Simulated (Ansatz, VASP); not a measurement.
## AlN: VASP beside Ansatz

Wanted: the spread between two codes on one cell, functional and k mesh.

Method: plane waves, with VASP 6.6.1 beside it; single point at HSE06, in Ansatz 0.2.0.

## 1. Set-up

It takes space group F-43m (No. 216, cubic). The conventional cell has a = 4.454 Å, b = 4.454 Å, c = 4.454 Å, α = 90.00°, β = 90.00°, γ = 90.00°. Al has 4 N at 1.93 Å nearest. N has 4 Al at 1.93 Å nearest. Farther neighbours and most contacts between anions are not listed.

Structure file:

```cif
data_structure
_symmetry_space_group_name_H-M 'F-43m'
_symmetry_Int_Tables_number 216
_cell_length_a 4.4537
_cell_length_b 4.4537
_cell_length_c 4.4537
_cell_angle_alpha 90.000
_cell_angle_beta 90.000
_cell_angle_gamma 90.000
_cell_volume 88.34
loop_
_atom_site_label
_atom_site_type_symbol
_atom_site_symmetry_multiplicity
_atom_site_Wyckoff_symbol
_atom_site_fract_x
_atom_site_fract_y
_atom_site_fract_z
_atom_site_occupancy
Al1 Al 4 a 0.00000 0.00000 0.00000 1
N1 N 4 d 0.25000 0.25000 0.75000 1
```

## 2. VASP: single point, HSE06

A single point gives forces, pressure and levels at one fixed geometry, so differences don't come from the geometry; what else differs is listed under the comparison.

Lines of VASP's logs that name or quote its potential files are left out, and so is its time.

The run reads the wave functions of an earlier VASP run, which isn't shown here.

Input file INCAR:

```
SYSTEM = AlN
PREC = Accurate
ENCUT = 470
EDIFF = 1E-06
NELM = 100
ISMEAR = 0
SIGMA = 0.05
LREAL = .FALSE.
ALGO = Normal
LHFCALC = .TRUE.
AEXX = 0.25
GGA = PE
HFSCREEN = 0.2
LASPH = .TRUE.
NBANDS = 10
PRECFOCK = Fast
LWAVE = .FALSE.
LCHARG = .FALSE.
KPAR = 8
```

Input file POSCAR:

```
AlN
1.0
    0.0000000000      2.2268278375      2.2268278375
    2.2268278375      0.0000000000      2.2268278375
    2.2268278375      2.2268278375      0.0000000000
Al N
1 1
Direct
    0.0000000000      0.0000000000      0.0000000000
    0.2500000000      0.2500000000      0.2500000000
```

Input file KPOINTS:

```
Automatic mesh
0
Gamma
4 4 4
0 0 0
```

The projector-augmented-wave data sets are Al_GW and N_GW (PBE family, release 64).

On the command line:

```bash
$ mpirun -np 8 vasp_std
```

Numbers of over 12 decimals in the logs are rounded to 6 here.

The log of the run:

```text
[banner, memory and clock lines left out]
running    8 mpi-ranks, on    1 nodes
 distrk:  each k-point on    1 cores,    8 groups
 distr:  one band on    1 cores,    1 groups

 POSCAR found type information on POSCAR AlN
 POSCAR found :  2 types and       2 ions
|                                                                             |
|           W    W    AA    RRRRR   N    N  II  N    N   GGGG   !!!           |
|           W    W   A  A   R    R  NN   N  II  NN   N  G    G  !!!           |
|           W    W  A    A  R    R  N N  N  II  N N  N  G       !!!           |
|           W WW W  AAAAAA  RRRRR   N  N N  II  N  N N  G  GGG   !            |
|           WW  WW  A    A  R   R   N   NN  II  N   NN  G    G                |
|           W    W  A    A  R    R  N    N  II  N    N   GGGG   !!!           |
|                                                                             |
|     For optimal performance we recommend to set                             |
|       NCORE = 2 up to number-of-cores-per-socket                            |
|     NCORE specifies how many cores store one orbital (NPAR=cpu/NCORE).      |
|     This setting can greatly improve the performance of VASP for DFT.       |
|     The default, NCORE=1 might be grossly inefficient on modern             |
|     multi-core architectures or massively parallel machines. Do your        |
|     Unfortunately you need to use the default for GW and RPA                |
|     calculations (for HF NCORE is supported but not extensively tested      |
|     yet).                                                                   |
|                                                                             |

 LDA part: xc-table for (Slater+PW92), standard interpolation
 found WAVECAR, reading the header
 POSCAR, INCAR and KPOINTS ok, starting setup
 FFT: planning ... GRIDC
 FFT: planning ... GRID_SOFT
 FFT: planning ... GRID
 reading WAVECAR
 the WAVECAR file was read successfully
 initial charge from wavefunction
 entering main loop
       N       E                     dE             d eps       ncg     rms          rms(c)
DAV:   1    -0.173541510705E+02   -0.17354E+02   -0.33244E-01   162   0.599E+00    0.349E-01
DAV:   2    -0.173556473044E+02   -0.14962E-02   -0.28156E-03   192   0.409E-01    0.228E-01
DAV:   3    -0.173550452194E+02    0.60209E-03   -0.17184E-04   192   0.150E-01    0.134E-01
DAV:   4    -0.173548332627E+02    0.21196E-03   -0.79685E-05   178   0.107E-01    0.786E-02
DAV:   5    -0.173547644697E+02    0.68793E-04   -0.28151E-05   198   0.670E-02    0.458E-02
DAV:   6    -0.173547419867E+02    0.22483E-04   -0.90174E-06   190   0.411E-02    0.265E-02
DAV:   7    -0.173547349803E+02    0.70063E-05   -0.30204E-06   170   0.245E-02    0.153E-02
DAV:   8    -0.173547323345E+02    0.26458E-05   -0.98156E-07    92   0.141E-02    0.891E-03
DAV:   9    -0.173547314205E+02    0.91406E-06   -0.40798E-07    86   0.790E-03
   1 F= -.17354731E+02 E0= -.17354731E+02  d E =-.162183E-19
```

OUTCAR, selected parts (step 2):

```text
ion  position               nearest neighbor table
   1  0.000  0.000  0.000-   2 1.93   2 1.93   2 1.93   2 1.93
   2  0.250  0.250  0.250-   1 1.93   1 1.93   1 1.93   1 1.93

  LATTYP: Found a face centered cubic cell.
 ALAT       =     4.4536556750

 Subroutine GETGRP returns: Found 24 space group operations
 (whereof 24 operations were pure point group operations)

The static configuration has the point symmetry T_d .

 Found      8 irreducible k-points:

   k-points           NKPTS =      8   k-points in BZ     NKDIM =     64   number of bands    NBANDS=     10

   dimension x,y,z NGX =    24 NGY =   24 NGZ =   24
   dimension x,y,z NGXF=    48 NGYF=   48 NGZF=   48

   ENCUT  =  470.0 eV  34.54 Ry    5.88 a.u.   5.57  5.57  5.57*2*pi/ulx,y,z

   NELECT =       8.0000    total number of electrons

 k-points in reciprocal lattice and weights: Automatic mesh
   0.00000000  0.00000000  0.00000000       0.016
   0.25000000  0.00000000  0.00000000       0.125
   0.50000000  0.00000000  0.00000000       0.062
   0.25000000  0.25000000  0.00000000       0.094
   0.50000000  0.25000000  0.00000000       0.375
  -0.25000000  0.25000000  0.00000000       0.188
   0.50000000  0.50000000  0.00000000       0.047
  -0.25000000  0.50000000  0.25000000       0.094

  exchange ACFDT corr.  =         0.00000000  see jH, gK, PRB 81, 115126

 average (electrostatic) potential at core
       1 -46.7911       2 -55.5022

 E-fermi :   3.8688

 k-point     1 :       0.0000    0.0000    0.0000
  band No.  band energies     occupation
      1     -12.5545      2.00000
      2       3.5568      2.00000
      3       3.5568      2.00000
      4       3.5568      2.00000
      5       8.5993      0.00000
      6      17.2127      0.00000
      7      17.2127      0.00000
      8      17.2127      0.00000
      9      22.5810      0.00000
    ...

 k-point     2 :       0.2500    0.0000    0.0000
  band No.  band energies     occupation
      1     -11.7115      2.00000
      2       0.1546      2.00000
      3       3.2815      2.00000
      4       3.2815      2.00000
      5      10.9928      0.00000
      6      15.6975      0.00000
      7      17.0601      0.00000
      8      17.0601      0.00000
      9      21.0934      0.00000
    ...

 k-point     3 :       0.5000    0.0000    0.0000
  band No.  band energies     occupation
      1     -10.5544      2.00000
      2      -2.5222      2.00000
      3       3.0369      2.00000
      4       3.0369      2.00000
      5      11.8939      0.00000
      6      14.7896      0.00000
      7      15.9144      0.00000
      8      15.9144      0.00000
      9      22.6574      0.00000
    ...

  energy-cutoff  :      470.00
  volume of cell :       22.08
      direct lattice vectors                 reciprocal lattice vectors
     0.000000000  2.226827838  2.226827838    -0.224534646  0.224534646  0.224534646
     2.226827838  0.000000000  2.226827838     0.224534646 -0.224534646  0.224534646
     2.226827838  2.226827838  0.000000000     0.224534646  0.224534646 -0.224534646

 POSITION                                       TOTAL-FORCE (eV/Angst)
 -----------------------------------------------------------------------------------
      0.00000      0.00000      0.00000        -0.000000     -0.000000     -0.000000
      1.11341      1.11341      1.11341         0.000000      0.000000      0.000000
 -----------------------------------------------------------------------------------
    total drift:                               -0.000001     -0.000001     -0.000001

  FREE ENERGIE OF THE ION-ELECTRON SYSTEM (eV)
  ---------------------------------------------------
  free  energy   TOTEN  =       -17.3547314205 eV

  energy  without entropy=      -17.3547314205  energy(sigma->0) =      -17.35473142

[... 3 further parts left out ...]
```

## 3. Ansatz: single point, HSE06

Ansatz runs on its default PAW (the set named soft_2) files.

The same cell, functional, mesh and smearing now go to Ansatz, which takes its cutoff from its data sets.

Input file input.yaml:

```yaml
crystal:
  lattice:
    - [0.0, 2.2268278375, 2.2268278375]
    - [2.2268278375, 0.0, 2.2268278375]
    - [2.2268278375, 2.2268278375, 0.0]
  atoms:
    - { symbol: Al, position: [0.0, 0.0, 0.0] }
    - { symbol: "N", position: [0.25, 0.25, 0.25] }
hamiltonian:
  xc: { exchange: pbe, correlation: pbe, exx: { coeff: 0.25, omega: 0.2 } }
  pseudopotentials: { kind: paw }
kpoints:
  mp_grid: { grid: [4, 4, 4] }
scf:
  occupations: { method: gaussian, width: 0.05 }
  n_extra_bands: 4
output:
  forces: true
  stress: true
  eigenvalues: true
  write_density: true
  write_potential: true
  elf: true
  volumetric_format: npy
```

On the command line:

```bash
$ ansatz run input.yaml --threads 4 --pin off --max-ram 9216MiB --backend cpu --events-out ev --progress --plain --runs-dir out
```

The log of the run:

```text
Warning: output.stress: scf.convergence.dr2_threshold = 1e-7 eV (the SCF's general default) is looser than the 2e-10 eV advised for a printed stress (1e-10 eV for each atom of the cell: 2). What an SCF threshold leaves in a stress goes as its square root, and in the free energy as the threshold itself, and one threshold admits the most on a small cell: [figures from the program's tests cut] Set scf.convergence.dr2_threshold to 2e-10 eV or tighter. The threshold is an SCF's pass mark: one that does not reach it within its budget of iterations ends unconverged, or closes short of it on a stop that the run arms, and scf.convergence.dr2_threshold's page says what that costs each kind of run
Warning: output.stress: scf.exx.energy_threshold = 1e-6 eV is looser than the 2e-8 eV advised for a stress under a hybrid functional (1e-8 eV for each atom of the cell: 2). Every SCF of the exchange loop can meet its threshold on dr2 while the loop round them stops early: no threshold on dr2 bounds what that leaves in the stress. Set scf.exx.energy_threshold to 2e-8 eV or tighter. The threshold is the loop's pass mark: a loop that does not reach it within its budget of cycles ends unconverged, and scf.exx.energy_threshold's page has the law
scf.n_extra_bands = 4 over 4 filled bands (N_el = 8.0): the run solves 8 bands
exact exchange: scf.exx.singularity resolves to wigner_seitz, which cuts the screened interaction at the faces of the exchange supercell's Wigner-Seitz cell, so that each pair interacts once, at the shortest of its separations (the periodic images that this leaves out come, for a point-like exchange hole, to about 0.001 eV on a filled level). The cut falls within the interaction's reach, and what an exchange supercel [...]
Engine: ansatz 0.2.0, aarch64-unknown-linux-gnu
Pseudopotentials: kind: paw
Pseudopotential: Al, paw, valence charge 3, recommended cutoff 420 eV (normal), Al.paw.azcp
Pseudopotential: N, paw, valence charge 5, recommended cutoff 420 eV (normal), N.paw.azcp
Functional definition: unnamed
  parameter a_1 = 0.25
  parameter omega_1 = 0.2/angstrom
  exchange = pbe_x + (-a_1)*pbe_x_sr(omega_1) + a_1*exact_x_sr(omega_1)
  correlation = pbe_c
Crystal: 2 atoms, lattice volume = 22.085 Å³
Basis set: ecut = 420 eV, 411 PW (Γ), exchange–correlation on 48×48×48 points (8 copies of the dense FFT grid, shifted against one another)
Bands: 8, of which v1, the nominal top of the filled ones, is band 4 counted from 1 (3 counted from 0)
Symmetry: 24 space group operations
Space group: F-43m (ITA 216), of the structure as read, at distance tolerance 2.8e-5 Å
k-points: 8 of 64 (time reversal used)
Non-local potential: Al, projectors of the file, l = 0: 2, l = 1: 2, l = 2: 1
Non-local potential: N, projectors of the file, l = 0: 2, l = 1: 2, l = 2: 1
PAW form: soft (Blöchl's): semilocal exchange-correlation on the pseudo side does not see the compensation charge
PAW frozen core: Al, regenerated for the run's functional, and the local potential with it (the file was generated under x = pbe(κ = 0.804, μ = 0.219515), c = pbe(β = 0.066725))
PAW frozen core: N, regenerated for the run's functional, and the local potential with it (the file was generated under x = pbe(κ = 0.804, μ = 0.219515), c = pbe(β = 0.066725))
PAW one-centre angular grid: Al, 110 points (default); XC on 64 Gauss nodes
PAW one-centre angular grid: N, 110 points (default); XC on 64 Gauss nodes
Initial density: superposition of atomic densities (neutral atoms: chi_scale 0, normalization atom), corrected by the library's trained network
Initial wavefunctions: pseudopotential atomic-orbital guess
Functional: x = pbe(κ = 0.804, μ = 0.219515), c = pbe(β = 0.066725), warm-up for x = pbe(κ = 0.804, μ = 0.219515) + 0.25 (exact − pbe) at short range (hse, ω = 0.2 Å⁻¹), c = pbe(β = 0.066725)
SCF iter   1: F=—  HF=-924.156719 eV  |F-HF|=—  |Δ(HF+E_count)|=         —  Δρ=2.28e-3  dr2=1.26e-3  ethr=1.77e-3  ⟨swp⟩=6.5  Hψ=313  notcnv=0
preconditioner: auto → none  [insulator: Δε(μ)=3.296 eV  Ē_g=14.847 eV  σ=0.050 eV  W_gap=1.00  n_scr=0 (ndim 8)  ℏωp=22.3 eV  f_vac=0.000  D(μ)=0.00/eV (n_scr^D=0)]
SCF iter   2: F=-924.156434 eV  HF=-924.156569 eV  |F-HF|=1.34e-4  |Δ(HF+E_count)|=   1.51e-4  Δρ=1.21e-3  dr2=2.25e-4  ethr=1.58e-5  ⟨swp⟩=3.4  Hψ=163  notcnv=0  defer=1
SCF 1 stopped early in 2 iterations: F = -924.156434 eV  dr2 = 2.25e-4
  greatest PAW one-centre occupation: 0.783 electrons in one spin orbital (limit 2), on the N atom at site 1 (counted from 0), in its partial waves of l = 0
Initial density: handed on by an earlier stage of this run
Initial wavefunctions: those handed on with the density
Functional: x = pbe(κ = 0.804, μ = 0.219515) + 0.25 (exact − pbe) at short range (hse, ω = 0.2 Å⁻¹), c = pbe(β = 0.066725)
Exchange kernel: α = 0.2500, screened, ω = 0.2000 Å⁻¹, Wigner–Seitz truncation, v(0) = 1029.5443 eV·Å³, q-mesh 4×4×4, nearest image of the exchange supercell L = 12.60 Å, pair-density grid 15×15×15, without the augmentation charges, whose exchange is taken in its separable form by FFT convolution over the k-point mesh (sized by the pseudopotential files, 18×18×18 at the most), smooth part of the exact exchange by density-matrix convolution
Frozen-core exchange: fock
SCF iter   1: F=—  HF=-924.583689 eV  |F-HF|=—  |Δ(HF+E_count)|=         —  Δρ=7.12e-3  dr2=5.23e-3  ethr=2.82e-5  ⟨swp⟩=5.4  Hψ=279  notcnv=0
preconditioner: auto → none  [insulator: Δε(μ)=4.464 eV  Ē_g=16.946 eV  σ=0.050 eV  W_gap=1.00  n_scr=0 (ndim 8)  ℏωp=22.3 eV  f_vac=0.000  D(μ)=0.00/eV (n_scr^D=0)]
SCF iter   2: F=—  HF=-924.581745 eV  |F-HF|=—  |Δ(HF+E_count)|=   1.94e-3  Δρ=2.95e-3  dr2=1.44e-3  ethr=2.82e-5  ⟨swp⟩=2.0  Hψ=103  notcnv=0
iter 3 solved again at ethr=8.61e-7 eV; its pass at ethr=1.20e-5 eV (dr2=6.89e-5 eV) is discarded
SCF iter   3: F=—  HF=-924.581337 eV  |F-HF|=—  |Δ(HF+E_count)|=   4.09e-4  Δρ=6.25e-4  dr2=3.42e-4  ethr=8.61e-7  ⟨swp⟩=3.0  Hψ=221  notcnv=0
SCF iter   4: F=—  HF=-924.583928 eV  |F-HF|=—  |Δ(HF+E_count)|=   2.59e-3  Δρ=4.95e-4  dr2=5.00e-5  ethr=8.61e-7  ⟨swp⟩=4.0  Hψ=149  notcnv=0
SCF iter   5: F=—  HF=-924.583917 eV  |F-HF|=—  |Δ(HF+E_count)|=   1.12e-5  Δρ=5.79e-5  dr2=6.15e-6  ethr=5.69e-7  ⟨swp⟩=2.0  Hψ=97  notcnv=0
SCF iter   6: F=—  HF=-924.583949 eV  |F-HF|=—  |Δ(HF+E_count)|=   3.23e-5  Δρ=9.74e-5  dr2=3.09e-6  ethr=7.55e-9  ⟨swp⟩=4.0  Hψ=200  notcnv=0
SCF iter   7: F=-924.583947 eV  HF=-924.583948 eV  |F-HF|=5.57e-7  |Δ(HF+E_count)|=   8.74e-7  Δρ=1.32e-5  dr2=2.79e-7  ethr=7.55e-9  ⟨swp⟩=3.2  Hψ=131  notcnv=0
SCF 2 stopped early in 7 iterations: F = -924.583947 eV  dr2 = 2.79e-7
  greatest PAW one-centre occupation: 0.784 electrons in one spin orbital (limit 2), on the N atom at site 1 (counted from 0), in its partial waves of l = 0
hybrid outer 1: dexx = +2.942e-3 eV, tail = 3.19e-6 eV
Exchange kernel: α = 0.2500, screened, ω = 0.2000 Å⁻¹, Wigner–Seitz truncation, v(0) = 1029.5443 eV·Å³, q-mesh 4×4×4, nearest image of the exchange supercell L = 12.60 Å, pair-density grid 15×15×15, without the augmentation charges, whose exchange is taken in its separable form by FFT convolution over the k-point mesh (sized by the pseudopotential files, 18×18×18 at the most), smooth part of the exact exchange by density-matrix convolution
Frozen-core exchange: fock
SCF iter   1: F=—  HF=-924.583950 eV  |F-HF|=—  |Δ(HF+E_count)|=         —  Δρ=2.02e-5  dr2=2.91e-8  ethr=1.99e-7  ⟨swp⟩=3.5  Hψ=168  notcnv=0
preconditioner: auto → none  [insulator: Δε(μ)=4.509 eV  Ē_g=16.956 eV  σ=0.050 eV  W_gap=1.00  n_scr=0 (ndim 8)  ℏωp=22.3 eV  f_vac=0.000  D(μ)=0.00/eV (n_scr^D=0)]
SCF iter   2: F=-924.583950 eV  HF=-924.583950 eV  |F-HF|=3.02e-9  |Δ(HF+E_count)|=   2.06e-8  Δρ=6.64e-6  dr2=8.23e-9  ethr=3.19e-10  ⟨swp⟩=3.9  Hψ=144  notcnv=0
SCF 3 converged in 2 iterations: F = -924.583950 eV  dr2 = 8.23e-9
  Residual-converged pass: ⟨swp⟩=3.0  Hψ=110  notcnv=0  max |occ|·‖R‖ = 2.4e-6 eV (tolerance 2.4e-6 eV)  dr2=8.26e-9  dr2_onsite=1.20e-9  max |Δocc| = 0.0e0
hybrid outer 2: dexx = +2.953e-8 eV, tail = 1.94e-8 eV, Δε = 6.88e-4 eV (about 5.87e-5 eV left of the loop's levels)
hybrid SCF converged: 2 outer / 9 inner (+2 warm-up), last move |dexx| = 2.95e-8 eV, tail = 1.94e-8 eV
Stability not checked: this state was not tested for a lower state beside it, because the functional holds exact exchange (a hybrid, or Hartree-Fock), whose exchange loop this test does not read (fock_operator; see scf.lower_state_search)
Free energy (F): -924.583950 eV
Frozen-core exchange: fock
Harris-Foulkes:  -924.583950 eV  (|F-HF|=3.02e-9)
Internal energy: -924.583950 eV  (E = F + TS)
E sigma→0 (E₀):  -924.583950 eV
Fermi energy:    7.724810 eV
--- Per-component energies (eV) ---
  E_band       = 0.468395
  E_kinetic    = 157.630047
  E_local      = -227.920928  (includes V_loc(G=0)·N_el)
  E_nonlocal   = 53.698380
  E_hartree    = 79.248120
  E_xc         = -81.903753
  E_vxc        = -86.104944  (∫ρ·V_xc dr)
  E_exx        = -17.815574  (= α·E_x^exact, valence–valence)
  E_paw        = -596.555068  (= ΣΔE_a)
  E_vpaw       = -19.698967  (= ΣTr[D̂ρ^β])
  E_aug_tail   = 0.000097  (compensation charges beyond the density's cutoff)
  E_ewald      = -290.898220
  E_core_change = -0.067052  (= ΣΔE_core)
  E_smearing   = -0.000000  (= −TS)
  E_closure    = 0.000000  (closes the sum)
  Σ components = -924.583950   (vs F -924.583950, Δ=0.00e0)
--- Forces (eV/Å), atoms counted from 1 ---
  atom   1  Al     0.00000000    -0.00000000     0.00000000
  atom   2  N     -0.00000000     0.00000000    -0.00000000
  max |Σ_I F_I| component: 3.05e-16 eV/Å
--- Stress (GPa, compression-positive) ---
      -11.358093       0.000000      -0.000000
       -0.000000     -11.358093       0.000000
       -0.000000       0.000000     -11.358093
  P = ⅓ Tr σ = -11.3581 GPa (-113.581 kbar)
--- Band table (eV; the first three rows and the last of 8) ---
  k-point 0: bands = ["-10.6227", "5.4701", "5.4701", "5.4701", "10.5112", "19.1736", "19.1736", "19.1736"]
  k-point 1: bands = ["-9.7811", "2.0736", "5.1964", "5.1964", "12.9113", "17.6358", "18.9929", "18.9929"]
  k-point 2: bands = ["-8.6272", "-0.5952", "4.9525", "4.9525", "13.8237", "16.6967", "17.8333", "17.8333"]
  k-point 7: bands = ["-7.9568", "1.4672", "1.9536", "2.7484", "12.7479", "18.1983", "18.5977", "18.7708"]
```

Run time: 2 s. Hardware: 4 threads of Arm Neoverse V2, shared host; peak memory 0.41 GiB.

In the SCF lines HF is the Harris–Foulkes energy and dr2 the Hartree energy of the density residual, in eV; the loop may stop once dr2 is under the threshold and the program's other checks hold. Hψ counts applications of the Hamiltonian.

The run ends at a pressure of -11.36 GPa.

## 4. Comparison

Known differences besides the potentials themselves: exact exchange at q = 0 is treated differently, which shows on coarse meshes; VASP keeps PBE cores, Ansatz makes them for the functional; the cutoff is 420 eV in Ansatz and 470 eV in VASP; VASP takes a coarser grid for exact exchange (PRECFOCK = Fast). Total energies have different zeros and are not compared.

Both answers:

```
              quantity  Ansatz   VASP  difference
gap on the k mesh (eV)   4.509  4.510       0.000
```

A gap on the mesh is an upper bound, since the band edges may lie between its points.

## 5. Outcome

```yaml
difference_in_gap_on_the_k_mesh_single_point_hse06: -4.9e-4 eV
```

The difference in gap on the k mesh is -4.9e-4 eV (single point, HSE06), within the 0.08 eV picked in this series as the mark of a large difference. How closely two codes agree says nothing of how well the functional describes the real material.

[Lines on the potential files, build, host, timing and source positions are cut from VASP's logs without a mark.]

[Logs are printed without paths, hosts, clocks, repeated set-up lines and the standing remarks that a program may print on its own settings, such as how far it seeks lower states.]

[Hosts, paths, dates, database ids (printed as entryN), source tags and the programs' standing remarks are cut or masked in the printed files.]
